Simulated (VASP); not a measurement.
# TaN (Fm-3m) in VASP: notebook

The runs below take TaN through single point, with PBEsol+U, PBE+U.

Everything below comes from runs of VASP 6.6.1. Logs are shortened: lines on timing, memory, paths and dates and some standing lists are left out, and cuts for length are marked.

**1. Starting point**

It takes space group Fm-3m (No. 225, cubic). Conventional cell: a = 4.358 Å, b = 4.358 Å, c = 4.358 Å, α = 90.00°, β = 90.00°, γ = 90.00°. Around Ta (site symmetry m-3m) lie 6 N at 2.18 Å. N (site symmetry m-3m) is surrounded by 6 Ta at 2.18 Å.

**2. Single point, PBEsol+U, collinear spin, ferromagnetic start**

File INCAR:

```
ALGO     = Normal         # electronic algorithm
EDIFF    = 1E-6           # SCF threshold, eV
ENCUT    = 520            # plane-wave cutoff, eV
GGA      = PS             # functional
ISIF     = 2              # what is computed and relaxed
ISMEAR   = 0              # smearing method
ISPIN    = 2              # spin polarisation
LASPH    = True           # aspherical terms in the spheres
LCHARG   = False          # write CHGCAR
LDAU     = True           # DFT+U
LDAUJ    = 0 0          
LDAUL    = 2 -1           # shell
LDAUPRINT= 1            
LDAUTYPE = 2            
LDAUU    = 6 0            # U, eV
LMAXMIX  = 4              # l up to which the mixer works
LORBIT   = 11             # projections on sites
LREAL    = False          # projectors in reciprocal space
LWAVE    = False          # write WAVECAR
MAGMOM   = 0.5 0          # initial moments
NBANDS   = 19             # bands
NELM     = 80             # most SCF steps
NUPDOWN  = 4              # fixed moment
PREC     = Accurate       # precision mode
SIGMA    = 0.05           # smearing width, eV
```

File KPOINTS:

```
k-points
0
Gamma
  7 7 7
```

File POSCAR:

```
TaN
1.0
    0.0000000000      2.1790013100      2.1790013100
    2.1790013100      0.0000000000      2.1790013100
    2.1790013100      2.1790013100      0.0000000000
Ta N
1 1
Direct
    0.5000000000      0.5000000000      0.5000000000
    0.0000000000      0.0000000000      0.0000000000
```

Potentials or basis: VASP PAW PBE potentials, release 64 (Ta_pv, N).

On the command line:

```sh
cat potpaw_PBE.64/Ta_pv/POTCAR potpaw_PBE.64/N/POTCAR > POTCAR
mpirun -np 1 vasp_std > vasp.out
```

OUTCAR:

```text
EDIFF = 1E-6
   ENCUT = 520
   GGA = PS
   ISIF = 2
   ISMEAR = 0
   ISPIN = 2
   LASPH = True
   LORBIT = 11
   LREAL = False
   NELM = 80
   NUPDOWN = 4
   PREC = Accurate

 ion  position               nearest neighbor table
   1  0.500  0.500  0.500-   2 2.18   2 2.18   2 2.18   2 2.18   2 2.18   2 2.18
   2  0.000  0.000  0.000-   1 2.18   1 2.18   1 2.18   1 2.18   1 2.18   1 2.18

  LATTYP: Found a face centered cubic cell.
 ALAT       =     4.3580026200

  Lattice vectors:

 A1 = (   0.0000000000,   2.1790013100,   2.1790013100)
 A2 = (   2.1790013100,   0.0000000000,   2.1790013100)
 A3 = (   2.1790013100,   2.1790013100,   0.0000000000)

Analysis of symmetry for initial positions (statically):
=====================================================================
 Subroutine PRICEL returns:
 Original cell was already a primitive cell.

 Routine SETGRP: Setting up the symmetry group for a
 face centered cubic supercell.

 Subroutine GETGRP returns: Found 48 space group operations
 (whereof 48 operations were pure point group operations)
 out of a pool of 48 trial point group operations.

The static configuration has the point symmetry O_h .

Analysis of symmetry for dynamics (positions and initial velocities):
=====================================================================
 Subroutine PRICEL returns:
 Original cell was already a primitive cell.

 Routine SETGRP: Setting up the symmetry group for a
 face centered cubic supercell.

 Subroutine GETGRP returns: Found 48 space group operations
 (whereof 48 operations were pure point group operations)
 out of a pool of 48 trial point group operations.

The dynamic configuration has the point symmetry O_h .

Analysis of structural, dynamic, and magnetic symmetry:
=====================================================================
 Subroutine PRICEL returns:
 Original cell was already a primitive cell.

 Routine SETGRP: Setting up the symmetry group for a
 face centered cubic supercell.

 Subroutine GETGRP returns: Found 48 space group operations
 (whereof 48 operations were pure point group operations)
 out of a pool of 48 trial point group operations.

The overall configuration has the point symmetry O_h .

 Subroutine INISYM returns: Found 48 space group operations
 (whereof 48 operations are pure point group operations),
 and found     1 'primitive' translations

----------------------------------------------------------------------------------------

                                     Primitive cell

  volume of cell :      20.6920

  direct lattice vectors                    reciprocal lattice vectors
     0.000000000  2.179001310  2.179001310    -0.229462918  0.229462918  0.229462918
     2.179001310  0.000000000  2.179001310     0.229462918 -0.229462918  0.229462918
     2.179001310  2.179001310  0.000000000     0.229462918  0.229462918 -0.229462918

  length of vectors
     3.081573205  3.081573205  3.081573205     0.397441433  0.397441433  0.397441433

  position of ions in fractional coordinates (direct lattice)
     0.500000000  0.500000000  0.500000000
     0.000000000  0.000000000  0.000000000

  ion indices of the primitive-cell ions
   primitive index   ion index
                 1           1
                 2           2

----------------------------------------------------------------------------------------

 KPOINTS: k-points

Automatic generation of k-mesh.
 Grid dimensions read from file:
 generate k-points for:    7    7    7

 Generating k-lattice:

  Cartesian coordinates                     Fractional coordinates (reciprocal lattice)
    -0.032780417  0.032780417  0.032780417     0.142857143  0.000000000  0.000000000
     0.032780417 -0.032780417  0.032780417     0.000000000  0.142857143  0.000000000
     0.032780417  0.032780417 -0.032780417     0.000000000  0.000000000  0.142857143

  Length of vectors
     0.056777348  0.056777348  0.056777348
[... 45 lines left out ...]
   LSORBIT =      F    spin-orbit coupling
   LASPH  =      T    aspherical Exc in radial PAW
   ENCUT  =  520.0 eV  38.22 Ry    6.18 a.u.   5.73  5.73  5.73*2*pi/ulx,y,z
   NELM   =     80;   NELMIN=  2; NELMDL= -5     # of ELM steps
   EDIFF  = 0.1E-05   stopping-criterion for ELM
   LREAL  =      F    real-space projection
   EDIFFG = 0.1E-04   stopping-criterion for IOM
   NSW    =      0    number of steps for IOM
   IBRION =     -1    ionic relax: 0-MD 1-quasi-New 2-CG
   NFREE  =      0    steps in history (QN), initial steepest desc. (CG)
   ISIF   =      2    stress and relaxation
   ISYM   =      2    0-nonsym 1-usesym 2-fastsym
   POTIM  = 0.5000    time-step for ionic-motion
   TEBEG  =    0.0;   TEEND  =   0.0 temperature during run
   PSTRESS=    0.0 pullay stress
   NELECT =      16.0000    total number of electrons
   NUPDOWN=       4.0000    fix difference up-down
   EMIN   =  10.00;   EMAX   =-10.00  energy-range for DOS
   EFERMI =   0.00;   METHOD = LEGACY
   ISMEAR =     0;   SIGMA  =   0.05  broadening in eV -4-tet -1-fermi 0-gaus
   EFERMI_NEDOS =   21; number of points for ismear=-14 and -15
   IALGO  =     38    algorithm
   IMIX   =      4    mixing-type and parameters
     AMIX     =   0.40;   BMIX     =  1.00
     AMIX_MAG =   1.60;   BMIX_MAG =  1.00
  volume/ion in A,a.u.               =      10.35        69.82
  Fermi-wavevector in a.u.,A,eV,Ry     =   1.502614  2.839528 30.719885  2.257848
  Thomas-Fermi vector in A             =   2.613831
   LORBIT       =     11    0 simple, 1 ext, 2 COOP (PROOUT), +10 PAW based schemes
 LDA+U is selected, type is set to LDAUTYPE =  2
   angular momentum for each species LDAUL =     2   -1
   U (eV)           for each species LDAUU =   6.0  0.0
   J (eV)           for each species LDAUJ =   0.0  0.0
   GGA     = PS    functional components
   LHFCALC =     F    Hartree Fock is set to
   AEXX    =    0.0000 exact exchange contribution
   IVDW    =     0    specifies the selected vdW correction
   LEPSILON=     F    determine dielectric tensor
   LRPA    =     F    only Hartree local field effects (RPA)
 spin polarized calculation
 Gauss-broadening in eV      SIGMA  =   0.05
  energy-cutoff  :      520.00
  volume of cell :       20.69
 maximum number of plane-waves:       567
   NGX = 11   NGY = 11   NGZ = 11

 number of electron      16.0000000 magnetization       5.3260916

 Free energy of the ion-electron system (eV)
  ---------------------------------------------------
  ext. energy  EPLUGINS =         0.00000000
  ---------------------------------------------------
  free energy    TOTEN  =        -7.22762456 eV

  energy without entropy =       -7.22182619  energy(sigma->0) =       -7.22472537

atom =   1  type =  1  l = 2

 onsite density matrix

spin component  1

  0.7361 -0.0000  0.0000 -0.0000 -0.0000
 -0.0000  0.7361 -0.0000  0.0000  0.0000
  0.0000 -0.0000  0.1784 -0.0000  0.0000
 -0.0000  0.0000 -0.0000  0.7361  0.0000
 -0.0000  0.0000  0.0000  0.0000  0.1784

spin component  2

  0.0307 -0.0000  0.0000 -0.0000  0.0000
 -0.0000  0.0307 -0.0000  0.0000  0.0000
  0.0000 -0.0000  0.1231 -0.0000 -0.0000
 -0.0000  0.0000 -0.0000  0.0307  0.0000
  0.0000  0.0000 -0.0000  0.0000  0.1231

 occupancies and eigenvectors

  o =  0.0307  v =  0.0000  0.0000  0.0000  0.0000  0.0000  1.0000  0.0067 -0.0000  0.0037 -0.0000      0.0000  0.0000  0.0000  0.0000  0.0000  0.0000  0.0000  0.0000  0.0000  0.0000
  o =  0.0307  v =  0.0000  0.0000  0.0000  0.0000  0.0000  0.0068 -0.9998  0.0000 -0.0174  0.0000      0.0000  0.0000  0.0000  0.0000  0.0000  0.0000  0.0000  0.0000  0.0000  0.0000
  o =  0.0307  v =  0.0000  0.0000  0.0000  0.0000  0.0000 -0.0035 -0.0175  0.0000  0.9998 -0.0000      0.0000  0.0000  0.0000  0.0000  0.0000  0.0000  0.0000  0.0000  0.0000  0.0000
  o =  0.1231  v =  0.0000  0.0000  0.0000  0.0000  0.0000 -0.0000 -0.0000 -0.0138  0.0000 -0.9999      0.0000  0.0000  0.0000  0.0000  0.0000  0.0000  0.0000  0.0000  0.0000  0.0000
  o =  0.1231  v =  0.0000  0.0000  0.0000  0.0000  0.0000  0.0000 -0.0000  0.9999 -0.0000 -0.0138      0.0000  0.0000  0.0000  0.0000  0.0000  0.0000  0.0000  0.0000  0.0000  0.0000
  o =  0.1784  v =  0.0000  0.0000 -0.0620 -0.0000  0.9981  0.0000  0.0000  0.0000  0.0000  0.0000      0.0000  0.0000  0.0000  0.0000  0.0000  0.0000  0.0000  0.0000  0.0000  0.0000
  o =  0.1784  v =  0.0000 -0.0000  0.9981 -0.0000  0.0620  0.0000  0.0000  0.0000  0.0000  0.0000      0.0000  0.0000  0.0000  0.0000  0.0000  0.0000  0.0000  0.0000  0.0000  0.0000
  o =  0.7361  v =  1.0000  0.0000  0.0000  0.0000  0.0000  0.0000  0.0000  0.0000  0.0000  0.0000      0.0000  0.0000  0.0000  0.0000  0.0000  0.0000  0.0000  0.0000  0.0000  0.0000
  o =  0.7361  v =  0.0000  0.9791 -0.0000  0.2034  0.0000  0.0000  0.0000  0.0000  0.0000  0.0000      0.0000  0.0000  0.0000  0.0000  0.0000  0.0000  0.0000  0.0000  0.0000  0.0000
  o =  0.7361  v =  0.0000  0.2034 -0.0000 -0.9791 -0.0000  0.0000  0.0000  0.0000  0.0000  0.0000      0.0000  0.0000  0.0000  0.0000  0.0000  0.0000  0.0000  0.0000  0.0000  0.0000

 number of electron      16.0000000 magnetization       4.0000873

 Free energy of the ion-electron system (eV)
  ---------------------------------------------------
  ext. energy  EPLUGINS =         0.00000000
  ---------------------------------------------------
  free energy    TOTEN  =        -9.38005533 eV

  energy without entropy =       -9.37676679  energy(sigma->0) =       -9.37841106

 E-fermi :   4.0331     XC(G=0): -13.4918

 val. band max:       11.7795958983   @ k =  -0.2857   0.4286   0.1429
 cond. band min:       4.0597600999   @ k =  -0.4286   0.4286   0.1429
 fundamental gap:     -7.7198357985
 Fermi energy:        11.8593864887

 spin component 1

 k-point     1 :       0.0000    0.0000    0.0000
  band No.  band energies     occupation
      1     -25.0822      1.00000
      2     -25.0822      1.00000
      3     -25.0820      1.00000
      4     -10.6625      1.00000
      5       4.3204      1.00000
      6       4.3204      1.00000
[... 416 lines left out ...]
      5       0.6002      1.00000
      6       1.5695      1.00000
[... 11 lines left out ...]
     18      28.8676      0.00000
     19      29.7070      0.00000
 Fermi energy:         4.0330942021

 spin component 2

 k-point     1 :       0.0000    0.0000    0.0000
  band No.  band energies     occupation
      1     -23.7112      1.00000
      2     -23.7112      1.00000
      3     -23.7111      1.00000
      4      -8.8955      1.00000
      5       6.0857      0.00000
      6       6.0857      0.00000
[... 417 lines left out ...]
      6       3.7915      1.00000
[... 11 lines left out ...]
     18      31.4529      0.00000
     19      32.4483      0.00000

------------------------ aborting loop because EDIFF is reached ----------------------------------------

  FORCE on cell =-STRESS in cart. coord.  units (eV):
  Direction    XX          YY          ZZ          XY          YZ          ZX
  --------------------------------------------------------------------------------------
  -------------------------------------------------------------------------------------
  Total       14.7162309     14.7162309     14.7162309      0.0000000      0.0000000      0.0000000
  in kB     1139.4747490   1139.4747490   1139.4747490      0.0000000      0.0000000      0.0000000
  external PRESSURE =    1139.4747490 kB  Pullay stress =       0.0000000 kB

 VOLUME and BASIS-vectors are now :
 -----------------------------------------------------------------------------
  energy-cutoff  :      520.00
  volume of cell :       20.69
      direct lattice vectors                 reciprocal lattice vectors
     0.000000000  2.179001310  2.179001310    -0.229462918  0.229462918  0.229462918
     2.179001310  0.000000000  2.179001310     0.229462918 -0.229462918  0.229462918
     2.179001310  2.179001310  0.000000000     0.229462918  0.229462918 -0.229462918

 POSITION                                       TOTAL-FORCE (eV/Angst)
 -----------------------------------------------------------------------------------
      2.17900      2.17900      2.17900        -0.000000     -0.000000     -0.000000
      0.00000      0.00000      0.00000         0.000000      0.000000      0.000000
 -----------------------------------------------------------------------------------
    total drift:                                0.000000     -0.000000     -0.000000

  FREE ENERGIE OF THE ION-ELECTRON SYSTEM (eV)
  ---------------------------------------------------
  free  energy   TOTEN  =        -9.3800553308 eV

  energy  without entropy=       -9.3767667920  energy(sigma->0) =       -9.37841106

 total charge

# of ion       s       p       d       tot
------------------------------------------
    1        0.280   6.173   2.853   9.307
    2        1.276   2.477   0.000   3.753
--------------------------------------------------
tot          1.557   8.650   2.853  13.060

 magnetization (x)

# of ion       s       p       d       tot
------------------------------------------
    1        0.026   0.052   2.198   2.276
    2        0.030   0.783   0.000   0.812
--------------------------------------------------
tot          0.056   0.835   2.198   3.088
```

Wall time 15 s (1 thread of Intel Xeon Platinum 8259CL at 2.50GHz (Skylake/Cascade Lake), shared host); peak memory 0.15 GiB.

What came out:

| Property | Result |
| --- | --- |
| Free energy | -9.3801 eV |
| Pressure | 113.9 GPa |
| Net moment | 4.00 μB per cell |
| Site moments | Ta +2.28; N +0.81 μB |
| Valence electrons inside the program's atomic spheres | Ta 9.31; N 3.75 |

Eigenvalues of the final occupation matrices:
```tsv
site	spin	trace	eigenvalues
site 1 d	1	2.57	0.18 0.18 0.74 0.74 0.74
site 1 d	2	0.34	0.03 0.03 0.03 0.12 0.12
```

Caveat: the moment is held away from its start; a pressure of tens of GPa on the cell as given is suspect, and the run, the potentials or the cell itself is likely at fault; the PAW data sets were made with another functional, which shifts forces and pressure a little; the total moment is fixed, so each spin has its own Fermi level. Spin-orbit coupling is left out, which matters for the levels of Ta.

**3. Single point, PBE+U, collinear spin, ferromagnetic start**

File INCAR:

```
PREC = Accurate ; ENCUT = 520
EDIFF = 1E-7 ; ISMEAR = 0
SIGMA = 0.05 ; LREAL = False
LASPH = True ; NELM = 100
ALGO = Normal ; ISIF = 2
LWAVE = False ; LCHARG = False
ISPIN = 2 ; MAGMOM = 0.5 0
LORBIT = 11 ; LMAXMIX = 4
LDAU = True ; LDAUTYPE = 2
LDAUL = 2 -1 ; LDAUU = 7 0
LDAUJ = 0 0 ; LDAUPRINT = 1
GGA = PE
```

File KPOINTS:

```
Automatic mesh
0
Gamma
  7 7 7
```

POSCAR is that of step 2.

Potentials or basis: VASP PAW PBE potentials, release 64 (Ta_pv, N).

On the command line:

```sh
cat potpaw_PBE.64/Ta_pv/POTCAR potpaw_PBE.64/N/POTCAR > POTCAR
mpirun -np 1 vasp_std > vasp.out
```

Wall time 19 s (1 thread of Intel Xeon Platinum 8375C at 2.90GHz (Ice Lake), shared host); peak memory 0.14 GiB.

Results (log left out):

| Item | Value |
| --- | --- |
| Free energy | -15.4473 eV |
| Pressure | 38.9 GPa |
| Band gap on the k mesh | none (metal or under the smearing width) |
| Net moment | 0.00 μB per cell |
| Valence electrons inside the program's atomic spheres | Ta 8.79; N 3.85 |

Levels at points of the mesh, in eV from the Fermi level:
Spin up:
```csv
k point,band 6,band 7,band 8,band 9,band 10,band 11
"(0.00, 0.00, 0.00)",-4.49,-4.49,-2.20,-2.20,-2.20,0.55
```
Spin down:
| k point | band 4 | band 5 | band 6 | band 7 | band 8 | band 9 | band 10 | band 11 | band 12 |
| --- | --- | --- | --- | --- | --- | --- | --- | --- | --- |
| (0.00, 0.00, 0.00) | -19.81 | -4.49 | -4.49 | -4.49 | -2.20 | -2.20 | -2.20 | 0.55 | 0.90 |

Eigenvalues of the final occupation matrices:
```
    site  spin  trace               eigenvalues
site 1 d     1   1.14  0.19 0.19 0.25 0.25 0.25
site 1 d     2   1.14  0.19 0.19 0.25 0.25 0.25
```

Caveat: a pressure of tens of GPa on the cell as given is suspect, and the run, the potentials or the cell itself is likely at fault. The state reached can hang on the start; a lower one may exist.

**4. Single point, PBE+U, collinear spin, ferromagnetic start**

File INCAR:

```
SYSTEM = TaN
  ALGO = Fast
  EDIFF = 1E-7
  ENCUT = 520
  GGA = PE
  ISIF = 2
  ISMEAR = 0
  ISPIN = 2
  LASPH = .TRUE.
  LCHARG = .FALSE.
  LDAU = .TRUE.
  LDAUJ = 0 0
  LDAUL = 2 -1
  LDAUPRINT = 1
  LDAUTYPE = 2
  LDAUU = 7 0
  LMAXMIX = 4
  LORBIT = 11
  LREAL = .FALSE.
  LWAVE = .FALSE.
  MAGMOM = 0.5 0
  NBANDS = 19
  NELM = 60
  PREC = Accurate
  SIGMA = 0.05
```

File KPOINTS:

```
k-points
0
G
  7 7 7
  0 0 0
```

POSCAR is that of step 3.

On the command line:

```sh
cat potpaw_PBE.64/Ta_pv/POTCAR potpaw_PBE.64/N/POTCAR > POTCAR
mpirun -np 1 vasp_std > vasp.out
```

Wall time 21 s (1 thread of Intel Xeon Platinum 8375C at 2.90GHz (Ice Lake), shared host); peak memory 0.15 GiB.

Results (log left out):

```yaml
Free_energy: -15.4473 eV
Pressure: 38.9 GPa
Band_gap_on_the_k_mesh: none (metal or under the smearing width)
Net_moment: 0.00 μB per cell
Valence_electrons_inside_the_program's_atomic_spheres: Ta 8.79; N 3.85
```

Levels at points of the mesh, in eV from the Fermi level:
Spin up:
| k point | band 6 | band 7 | band 8 | band 9 | band 10 | band 11 |
| --- | --- | --- | --- | --- | --- | --- |
| (0.00, 0.00, 0.00) | -4.49 | -4.49 | -2.20 | -2.20 | -2.20 | 0.55 |
Spin down:
```csv
k point,band 5,band 6,band 7,band 8,band 9,band 10,band 11,band 12
"(0.00, 0.00, 0.00)",-4.49,-4.49,-4.49,-2.20,-2.20,-2.20,0.55,0.55
```

Eigenvalues of the final occupation matrices:
| site | spin | trace | eigenvalues |
| --- | --- | --- | --- |
| site 1 d | 1 | 1.14 | 0.19 0.19 0.25 0.25 0.25 |
| site 1 d | 2 | 1.14 | 0.19 0.19 0.25 0.25 0.25 |

Caveat: a pressure of tens of GPa on the cell as given is suspect, and the run, the potentials or the cell itself is likely at fault.

(Continued in part 2 of 2.)
